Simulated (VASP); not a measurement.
VASP ran on this input.

**POSCAR**
```
Li3N
1.0
  1.8163155034  -3.1459510067   0.0000000000
  1.8163155034   3.1459510067   0.0000000000
  0.0000000000   0.0000000000   3.8662002627
Li N
3 1
Direct
  0.3333330000   0.6666670000   1.0000000000
  0.6666670000   0.3333330000   0.0000000000
  0.0000000000   0.0000000000   0.5000000000
  0.0000000000   0.0000000000   0.0000000000
```

INCAR:
```
! general
SYSTEM  = Li3N
PREC    = Accurate
ENCUT   = 600   ! plane-wave cut-off (eV)
LREAL   = .FALSE.   ! projection in real space or not
LASPH   = .TRUE.   ! aspherical one-centre terms

! electronic loop
EDIFF   = 1E-7
NELM    = 100   ! most electronic steps
ALGO    = Normal   ! blocked Davidson

! smearing
ISMEAR  = 0
SIGMA   = 0.05

! functional
GGA     = PE   ! PBE

! ions
IBRION  = 2
NSW     = 40   ! most ionic steps
ISIF    = 3
EDIFFG  = -0.01   ! ionic stop
PSTRESS = 50

! output
LWAVE   = .FALSE.
LCHARG  = .FALSE.
```

KPOINTS:
```
Regular mesh
0
gamma
 6 6 6
```

POTCAR, in this order: Li_sv N (PBE.64 set). Program: vasp_std.

Task: Write an equivalent input for Quantum ESPRESSO's pw.x.

Result: One equivalent input (not run):
```
&CONTROL
  calculation = 'vc-relax'
  pseudo_dir = './pseudo'
  outdir = './out'
  tprnfor = .true.
  tstress = .true.
  nstep = 40
  forc_conv_thr = 0.00039
/
&SYSTEM
  ibrav = 0
  nat = 4
  ntyp = 2
  ecutwfc = 84
  occupations = 'smearing'
  smearing = 'gaussian'
  degauss = 0.003675
  input_dft = 'pbe'
/
&ELECTRONS
  conv_thr = 7.3e-09
  electron_maxstep = 100
/
&IONS
/
&CELL
  press = 50
/
ATOMIC_SPECIES
  Li 6.940 Li.upf
  N 14.007 N.upf
CELL_PARAMETERS angstrom
     1.8163155   -3.1459510    0.0000000
     1.8163155    3.1459510   -0.0000000
     0.0000000    0.0000000    3.8662003
ATOMIC_POSITIONS crystal
  Li   0.3333330  0.6666670  1.0000000
  Li   0.6666670  0.3333330  0.0000000
  Li   0.0000000  0.0000000  0.5000000
  N    0.0000000  0.0000000  0.0000000
K_POINTS automatic
  6 6 6 0 0 0
```
Limits of the translation: the potentials are each code's own (VASP's PAW set, PseudoDojo norm-conserving files in pw.x), so ENCUT and ecutwfc are chosen apart and not converted; conv_thr bounds pw.x's estimated SCF error, while EDIFF bounds the energy change between steps; forc_conv_thr acts on force components and is met together with etot_conv_thr.

The compound is Li3N in the alpha structure. This run relaxes it under an external pressure of 5 GPa. Symmetry was kept, so distortions that lower it aren't found.
